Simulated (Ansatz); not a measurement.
## InSe under changes of volume

One of the cells (28.559 Å³/atom); the others are scaled copies at fixed shape and fractional positions:

```
In Se
1.0
     5.82639   -2.05465    0.00000
     5.82639    2.05465    0.00000
    -1.72323    0.00000    4.77135
In Se
2 2
Direct
  0.88820 0.88820 0.04684
  0.11180 0.11180 0.95316
  0.66093 0.66093 0.66896
  0.33907 0.33907 0.33104
```

The cell comes from a database or a generator and needn't be the stable form of this composition.

```yaml
Program: Ansatz 0.2.0
Functional: PBEsol
Potentials_or_basis: all-electron LAPW, scalar-relativistic
Cutoff: 240 eV (chosen from the basis error)
Basis_error_allowed: 0.002 eV/atom
k_mesh: 7 × 7 × 6
Occupations: fermi-dirac, width 0.05 eV
Spin: no spin polarisation
```

```csv
volume (Å³/atom),energy over the lowest point (meV/atom),pressure (GPa),gap on the mesh (eV),largest force (eV/Å)
26.846,7.37,2.3,1.18,0.585
27.417,1.52,1.0,1.15,0.398
27.988,0.00,-0.1,1.11,0.225
28.559,?,?,?,?
29.131,8.08,-2.0,1.04,0.114
29.702,16.86,-2.8,1.01,0.215
30.273,28.33,-3.6,0.98,0.339
```

What does the run at 28.559 Å³/atom give?

Energy over the lowest point 2.33 meV/atom; pressure -1.1 GPa; gap on the mesh 1.08 eV; largest force 0.067 eV/Å.

Worked out: A Birch-Murnaghan fit of order 3 (a polynomial in V^(-2/3)) to the other rows has its minimum at 27.92 Å³/atom with B0 = V·E''(V) = 53 GPa and B' = 4.8 at fixed shape and positions, which overstates the stiffness. It gives 2.33 meV/atom at 28.559 Å³/atom, against the run's 2.33, and -dE/dV = -1.2 GPa, against -1.1. A straight line through the other rows of the gap, of slope -1.7 eV per unit of ln V, gives 1.08 eV, against the run's 1.08.

Energies are extrapolated to zero smearing.

Caveats: spin-orbit coupling is left out, which moves the levels of the heavy elements; an odd mesh through Γ misses points on the zone boundary, where band edges often lie.
